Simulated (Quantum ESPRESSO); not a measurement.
Se under changes of volume

One of the cells (27.261 Å³/atom); the others are scaled copies at fixed shape and fractional positions:

```
Se
1.0
     4.36620    0.00000    0.00000
    -2.18310    3.78124    0.00000
     0.00000    0.00000    4.95360
Se
3
Direct
  0.77460 0.77460 0.00000
  0.00000 0.22540 0.66667
  0.22540 0.00000 0.33333
```

* Program: Quantum ESPRESSO 7.5
* Functional: PBE
* Potentials or basis: SSSP 1.3 efficiency PBE
* Cutoff: 748 eV
* Density cutoff: 5987 eV
* k mesh: 7 × 7 × 6
* Occupations: fermi-dirac, width 0.05 eV
* Spin: no spin polarisation

| volume (Å³/atom) | energy over the lowest point (meV/atom) | pressure (GPa) | gap on the mesh (eV) | largest force (eV/Å) |
| --- | --- | --- | --- | --- |
| 25.625 | 60.71 | 7.1 | 1.15 | 1.114 |
| 26.170 | 39.19 | 5.5 | 1.18 | 0.862 |
| 26.716 | 22.87 | 4.1 | 1.20 | 0.627 |
| 27.261 | ? | ? | ? | ? |
| 27.806 | 3.81 | 1.6 | 1.20 | 0.205 |
| 28.351 | 0.19 | 0.5 | 1.18 | 0.016 |
| 28.896 | 0.00 | -0.4 | 1.16 | 0.161 |

Q: What does the run at 27.261 Å³/atom give?

A: Energy over the lowest point 11.23 meV/atom; pressure 2.8 GPa; gap on the mesh 1.22 eV; largest force 0.409 eV/Å.

Worked out: A Birch-Murnaghan fit of order 3 (a polynomial in V^(-2/3)) to the other rows has its minimum at 28.65 Å³/atom with B0 = V·E''(V) = 50 GPa and B' = 4.4 at fixed shape and positions, which overstates the stiffness. It gives 11.23 meV/atom at 27.261 Å³/atom, against the run's 11.23, and -dE/dV = 2.8 GPa, against 2.8. A parabola through the other rows of the gap, of slope 0.0141 eV per unit of ln V there, gives 1.20 eV, against the run's 1.22.

Energies are extrapolated to zero smearing.

Caveats: an odd mesh through Γ misses points on the zone boundary, where band edges often lie; forces of over 1 eV/Å show positions far from the minimum, so gaps and moduli don't describe the material at rest (some runs). Spin-orbit coupling on Se is left out.
